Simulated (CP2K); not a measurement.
ZnSe (Stilleite):

```xyz
2
Lattice="4.0076 0.0000 0.0000 2.0038 3.4707 0.0000 2.0038 1.1569 3.2722" Properties=species:S:1:pos:R:3 pbc="T T T"
Se    6.0114    3.4707    2.4541
Zn    0.0000    0.0000    0.0000
```

Base run:

| Item | Value |
| --- | --- |
| Program | CP2K 2026.2 |
| Functional | PBE |
| Potentials or basis | GTH_POTENTIALS Se GTH-PADE-q6, Zn GTH-PADE-q12; DZVP-MOLOPT-SR-GTH basis |
| Density cutoff | 6123 eV |
| k mesh | 8 × 8 × 8 |
| Occupations | fermi-dirac, width 0.05 eV |
| Spin | no spin polarisation |

Its results: band gap on the k mesh 1.37 eV, direct; pressure 1.4 GPa.

Q: After a change of settings the same cell gave: band gap on the k mesh 1.22 eV, direct; pressure 2.3 GPa. Which change was it?
A. potentials or basis from GTH_POTENTIALS Se GTH-PADE-q6, Zn GTH-PADE-q12; DZVP-MOLOPT-SR-GTH basis to POTENTIAL_UZH Se GTH-PBE0-q6, Zn GTH-PBE0-q12; DZVP-MOLOPT-SR-GTH basis; potentials from Se GTH-PADE-q6 of GTH_POTENTIALS, Zn GTH-PADE-q12 of GTH_POTENTIALS to Se GTH-PBE0-q6 of POTENTIAL_UZH, Zn GTH-PBE0-q12 of POTENTIAL_UZH
B. potentials or basis from GTH_POTENTIALS Se GTH-PADE-q6, Zn GTH-PADE-q12; DZVP-MOLOPT-SR-GTH basis to GTH_POTENTIALS Se GTH-BLYP-q6, Zn GTH-BLYP-q12; DZVP-MOLOPT-SR-GTH basis; potentials from Se GTH-PADE-q6 of GTH_POTENTIALS, Zn GTH-PADE-q12 of GTH_POTENTIALS to Se GTH-BLYP-q6 of GTH_POTENTIALS, Zn GTH-BLYP-q12 of GTH_POTENTIALS
C. potentials or basis from GTH_POTENTIALS Se GTH-PADE-q6, Zn GTH-PADE-q12; DZVP-MOLOPT-SR-GTH basis to POTENTIAL_UZH Se GTH-SCAN-q6, Zn GTH-SCAN-q12; DZVP-MOLOPT-SR-GTH basis; potentials from Se GTH-PADE-q6 of GTH_POTENTIALS, Zn GTH-PADE-q12 of GTH_POTENTIALS to Se GTH-SCAN-q6 of POTENTIAL_UZH, Zn GTH-SCAN-q12 of POTENTIAL_UZH

A: B.

Caveats: the potentials were made for another functional, which shifts forces and pressure; the basis of atomic orbitals isn't converged, which shifts pressures, moduli and gaps.
